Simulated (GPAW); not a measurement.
The system is PbF2 (Fluorocronite).

```xyz
3
Lattice="0.0000 2.9637 2.9637 2.9637 0.0000 2.9637 2.9637 2.9637 0.0000" Properties=species:S:1:pos:R:3 pbc="T T T"
Pb    0.0000    0.0000    0.0000
F     4.4455    4.4455    4.4455
F     1.4818    1.4818    1.4818
```

Base run:

| Property | Result |
| --- | --- |
| Program | GPAW 26.7.0 |
| Functional | PBEsol |
| Potentials or basis | PAW data sets generated in the run's folder for this functional |
| Cutoff | 800 eV |
| Basis | pw |
| k mesh | 8 × 8 × 8 |
| Occupations | fermi-dirac, width 0.05 eV |
| Spin | no spin polarisation |

Its results: band gap on the k mesh 4.23 eV, indirect (least direct gap 4.39 eV).

The run is repeated on the same cell with these changes: functional from PBEsol to TB-mBJ; potentials or basis from PAW data sets generated in the run's folder for this functional to GPAW PAW data sets for LDA (gpaw-data 1.2.1). What comes out?

Band gap on the k mesh 5.77 eV, indirect (least direct gap 5.84 eV).

Caveats: spin-orbit coupling is left out, which as a rule narrows the gap of such compounds by several tenths of an eV; a model potential gives levels but no total energy (some runs).

Not every run made on this cell is shown here.
